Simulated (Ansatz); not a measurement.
# Ti: a sweep of the PAW cutoff

How much do the results for Ti depend on the PAW cutoff?

Method: DFT, PBE, PAW with Ansatz's default frozen-core files, scalar-relativistic, in Ansatz 0.2.0.

**1. The system as given**

It takes space group Fm-3m (No. 225, cubic). Conventional cell: a = 4.060 Å, b = 4.060 Å, c = 4.060 Å, α = 90.00°, β = 90.00°, γ = 90.00°. Ti (site symmetry m-3m) is surrounded by 12 Ti at 2.87 Å.

Structure file:

```
CELL_PARAMETERS angstrom
0.00000 2.03000 2.03000
2.03000 0.00000 2.03000
2.03000 2.03000 0.00000
ATOMIC_POSITIONS crystal
Ti 0.00000 0.00000 0.00000
```

The geometry is a database entry used as it stands. It may stem from high pressure or temperature, or be incomplete, so it serves as a test cell.

**2. With PAW files, cutoff 150 eV**

Contents of input.yaml:

```yaml
crystal:
  lattice:
    - [0.0, 2.03, 2.03]
    - [2.03, 0.0, 2.03]
    - [2.03, 2.03, 0.0]
  atoms:
    - { symbol: Ti, position: [0.0, 0.0, 0.0] }
kpoints:
  mp_grid: { grid: [14, 14, 14] }
scf:
  occupations: { method: fermi_dirac, width: 0.05 }
hamiltonian:
  xc: pbe
  pseudopotentials: { kind: paw }
output:
  forces: true
  stress: true
  eigenvalues: true
  efg: { contact_densities: true }
basis:
  ecutwfc: 150
```

**3. With PAW files, cutoff 200 eV**

Edit input.yaml of step 2 so:

```diff
@@ -20,2 +20,2 @@
 basis:
-  ecutwfc: 150
+  ecutwfc: 200
```

**4. With PAW files, cutoff 250 eV**

Edit input.yaml of step 3 so:

```diff
@@ -20,2 +20,2 @@
 basis:
-  ecutwfc: 200
+  ecutwfc: 250
```

**5. With PAW files, cutoff 500 eV**

Edit input.yaml of step 4 so:

```diff
@@ -20,2 +20,2 @@
 basis:
-  ecutwfc: 250
+  ecutwfc: 500
```

**6. With PAW files, cutoff 600 eV**

Edit input.yaml of step 5 so:

```diff
@@ -20,2 +20,2 @@
 basis:
-  ecutwfc: 500
+  ecutwfc: 600
```

(Steps that only read results are left out.)

What does the calculation give? Wanted: energy error of the loosest run; pressure, lowest to highest.

As calculated:

```
                             quantity                value
energy error of the loosest run (PAW)     23623.7 meV/atom
               within 1 meV/atom from        cutoff 500 eV
    pressure, lowest to highest (PAW)  -23.93 to 18.08 GPa
```

**Reading.** At the loosest setting in the table the energy misses the tightest run by 23623.7 meV/atom; from cutoff 500 eV on, all lie within 1 meV/atom of it. The energy falls at every step, as a growing basis should make it. The pressure spans 42.02 GPa (PAW).
